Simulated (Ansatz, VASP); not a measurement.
**ZnSe in VASP and in Ansatz**

```
CELL_PARAMETERS angstrom
0.00000 2.77595 2.77595
2.77595 0.00000 2.77595
2.77595 2.77595 0.00000
ATOMIC_POSITIONS crystal
Zn 0.00000 0.00000 0.00000
Se 0.75000 0.75000 0.75000
```

Change from the starting cell: volume scaled by 0.94, PAW files.

Alike in both runs: task electric field gradients; functional LDA; k mesh 8 × 8 × 8; occupations fermi-dirac, width 0.03 eV; no spin polarisation.

|  | VASP | Ansatz |
| --- | --- | --- |
| version | VASP 6.6.1 | Ansatz 0.2.0 |
| potentials or method | VASP PAW LDA potentials, release 64 (Zn, Se) | PAW with Ansatz's default frozen-core files, scalar-relativistic |
| plane-wave cutoff (eV) | 520 | 420 |
| valence electrons in the cell | 18 | 28 |

|  | VASP | Ansatz | Ansatz less VASP |
| --- | --- | --- | --- |
| gap on the k mesh at the Fermi level (eV) | 1.33 | 1.28 | -0.041 |
| pressure (GPa) | 1.0 | 0.6 | -0.38 |
| Vzz of the field gradient on the site that differs most (V/Å²) | 0.0 | 0.0 | -0.01 |

The two sets of potentials don't hold the same shells in valence.
